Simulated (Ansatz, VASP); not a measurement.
**Bi in VASP and in Ansatz**

```xyz
2
Lattice="3.2384 0.0648 0.0000 0.0644 3.2216 0.0000 -0.0805 -0.0016 6.4439" Properties=species:S:1:pos:R:3 pbc="T T T"
Bi    1.7022    0.0340    4.8302
Bi    1.4558    0.0291    1.6137
```

This isn't the form of Bi at room conditions, which is rhombohedral.

Alike in both runs: functional PBEsol; k mesh 7 × 7 × 4; occupations fermi-dirac, width 0.05 eV; no spin polarisation.

|  | VASP | Ansatz |
| --- | --- | --- |
| version | VASP 6.6.1 | Ansatz 0.2.0 |
| potentials or method | VASP PAW PBE potentials, release 64 (Bi_d) | Ansatz PAW |
| plane-wave cutoff (eV) | 520 | 420 |
| valence electrons in the cell | 30 | 30 |
| task | single point | band structure |

```tsv
	VASP	Ansatz	Ansatz less VASP
gap on the k mesh at the Fermi level (eV)	none	none	-
pressure (GPa)	-0.5	-0.5	+0.03
largest component of the traceless stress (GPa)	0.61	0.61	+0.003
rms of the force components (eV/Å)	0.006	0.006	-0.0001
```

Atom by atom the forces differ by 0.000 eV/Å (rms over components). A gap of «none» marks a metal or a gap that the smearing closes. With one functional, cell and mesh, what is left measures potentials, basis and numerics.

Caveats: spin-orbit coupling is left out, which moves the levels of the heavy elements; the PAW data sets were made with another functional, which shifts forces and pressure a little (VASP); the PAW data sets come from PBE, with cores solved anew for the run's functional, which leaves a small shift of forces and pressure (Ansatz).
